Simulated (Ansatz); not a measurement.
# Al: single points about a listed cell

A set of self-consistent runs on Al under random distortions, further strains and shifts, swapped elements, other functionals, to map its energy surface near the listed cell.

Method: DFT PBEsol, scalar-relativistic, plane waves, PAW, in Ansatz 0.2.0.

1 further run of the same task is left out (set aside as unsound or not needed).

**1. The structure to begin with**

It takes space group Fm-3m (No. 225, cubic). Conventional cell: a = 4.048 Å, b = 4.048 Å, c = 4.048 Å, α = 90.00°, β = 90.00°, γ = 90.00°. Al (site symmetry m-3m) has 12 Al at 2.86 Å as nearest neighbours.

Structure file:

```
Al
1.0
     0.00000    2.02398    2.02398
     2.02398    0.00000    2.02398
     2.02398    2.02398    0.00000
Al
1
Direct
  0.00000 0.00000 0.00000
```

The structure comes from the Crystallography Open Database.

**2. Random moves and strain, cell strained**

What differs from the listed cell: strain xx, yy, zz, yz, xz, xy = +4.2, +5.1, +5.5, -0.2, -1.1, -3.0 %.

input.yaml reads:

```yaml
crystal:
  lattice:
    - [-0.0824569452, 2.1245920458, 2.1323438892]
    - [2.0867436198, -0.0641399262, 2.1140268702]
    - [2.047761765, 2.067293172, -0.0251580714]
  atoms:
    - { symbol: Al, position: [0.0, 0.0, 0.0] }
basis:
  ecutwfc: 420
kpoints:
  mp_grid: { grid: [14, 14, 16] }
hamiltonian:
  xc: pbesol
scf:
  occupations: { method: gaussian, width: 0.1 }
output:
  forces: true
  stress: true
  eigenvalues: true
```

On the command line:

```bash
$ ansatz run input.yaml --threads 1 --pin off --max-ram 1331MiB --backend cpu --events-out ev --progress --plain --runs-dir out
```

**3. Substitution of an element: Al → Tl, first probe**

input.yaml reads:

```yaml
crystal:
  lattice:
    - [0.0, 2.2619739872, 2.2619739872]
    - [2.2619739872, 0.0, 2.2619739872]
    - [2.2619739872, 2.2619739872, 0.0]
  atoms:
    - { symbol: Tl, position: [0.0, 0.0, 0.0] }
basis:
  ecutwfc: 420
kpoints:
  mp_grid: { grid: [8, 8, 8] }
hamiltonian:
  xc: pbesol
scf:
  occupations: { method: gaussian, width: 0.1 }
output:
  forces: true
  stress: true
  eigenvalues: true
```

**4. Substitution of an element: Al → Tl**

Edit input.yaml of step 3 so:

```diff
@@ -10,3 +10,3 @@
 kpoints:
-  mp_grid: { grid: [8, 8, 8] }
+  mp_grid: { grid: [16, 16, 16] }
 hamiltonian:
```

**5. Substitution of an element, cell strained: Al → Sc, first probe**

input.yaml reads:

```yaml
crystal:
  lattice:
    - [0.0, 2.4501963323, 2.4501963323]
    - [2.4501963323, 0.0, 2.4501963323]
    - [2.4501963323, 2.4501963323, 0.0]
  atoms:
    - { symbol: Sc, position: [0.0, 0.0, 0.0] }
basis:
  ecutwfc: 420
kpoints:
  mp_grid: { grid: [6, 6, 6] }
hamiltonian:
  xc: pbesol
scf:
  occupations: { method: gaussian, width: 0.1 }
output:
  forces: true
  stress: true
  eigenvalues: true
```

**6. One element swapped, cell strained: Al → Sc**

Edit input.yaml of step 5 so:

```diff
@@ -10,3 +10,3 @@
 kpoints:
-  mp_grid: { grid: [6, 6, 6] }
+  mp_grid: { grid: [14, 14, 14] }
 hamiltonian:
@@ -19 +19,2 @@
   eigenvalues: true
+  populations: true
```

**7. A change within a subgroup**

input.yaml reads:

```yaml
crystal:
  lattice:
    - [0.0, 1.8951941526, 2.1254016378]
    - [1.991292723, 0.0, 2.1254016378]
    - [1.991292723, 1.8951941526, 0.0]
  atoms:
    - { symbol: Al, position: [0.0, 0.0, 0.0] }
basis:
  ecutwfc: 420
kpoints:
  mp_grid: { grid: [16, 16, 16] }
hamiltonian:
  xc: pbesol
scf:
  occupations: { method: gaussian, width: 0.1 }
output:
  forces: true
  stress: true
  eigenvalues: true
```

**8. Functional and cell changed: r2SCAN**

input.yaml reads:

```yaml
crystal:
  lattice:
    - [0.0, 2.031165129, 2.031165129]
    - [2.031165129, 0.0, 2.031165129]
    - [2.031165129, 2.031165129, 0.0]
  atoms:
    - { symbol: Al, position: [0.0, 0.0, 0.0] }
basis:
  ecutwfc: 500
kpoints:
  mp_grid: { grid: [18, 18, 18] }
hamiltonian:
  xc: r2scan
scf:
  occupations: { method: gaussian, width: 0.1 }
output:
  forces: true
  stress: true
  eigenvalues: true
```

**9. Another functional, on a distorted cell: r2SCAN**

Edit input.yaml of step 8 so:

```diff
@@ -2,5 +2,5 @@
   lattice:
-    - [0.0, 2.031165129, 2.031165129]
-    - [2.031165129, 0.0, 2.031165129]
-    - [2.031165129, 2.031165129, 0.0]
+    - [0.0, 1.9529787816, 1.9529787816]
+    - [1.9529787816, 0.0, 1.9529787816]
+    - [1.9529787816, 1.9529787816, 0.0]
   atoms:
```

**10. A distortion of lower symmetry**

input.yaml reads:

```yaml
crystal:
  lattice:
    - [0.0, 2.0386943346, 2.0386943346]
    - [1.9779749346, 0.0, 2.0386943346]
    - [1.9779749346, 2.0386943346, 0.0]
  atoms:
    - { symbol: Al, position: [0.0, 0.0, 0.0] }
basis:
  ecutwfc: 420
kpoints:
  mp_grid: { grid: [16, 16, 16] }
hamiltonian:
  xc: pbesol
scf:
  occupations: { method: gaussian, width: 0.1 }
output:
  forces: true
  stress: true
  eigenvalues: true
```

Before running it: what results should come out? Wanted: for each run, case; energy; pressure; largest force.

**Answer**, as computed:

| step | case | energy (meV/atom) | pressure (GPa) | largest force (eV/Å) | gap on the mesh (eV) |
| --- | --- | --- | --- | --- | --- |
| 2 | random moves and strain, cell strained | +0.0 | -9.2 | 0.00 | 0.00 |
| 4 | substitution of an element: Al → Tl | n/a | 13.1 | 0.00 | 0.00 |
| 6 | one element swapped, cell strained: Al → Sc | n/a | -8.4 | 0.00 | 0.00 |
| 7 | a change within a subgroup | -88.6* | 1.4 | 0.00 | 0.00 |
| 8 | functional and cell changed: r2SCAN | n/a | -4.3 | 0.00 | 0.00 |
| 9 | another functional, on a distorted cell: r2SCAN | n/a | 7.0 | 0.00 | 0.00 |
| 10 | a distortion of lower symmetry | -109.4* | -1.2 | 0.00 | 0.00 |

Energies are counted from step 2, with the smearing taken to zero; a star marks another k mesh, which can shift energies by itself, so starred rows don't rank against the others. Other atoms or functionals have another zero of energy (n/a). A gap of 0.00 means none on the mesh at this level.

In words: With one atom in the cell, moving it shifts the whole crystal, so no force arises from that. The distorted cells of the listed formula and level show no gap on the mesh. Spin-orbit coupling is left out for Tl.
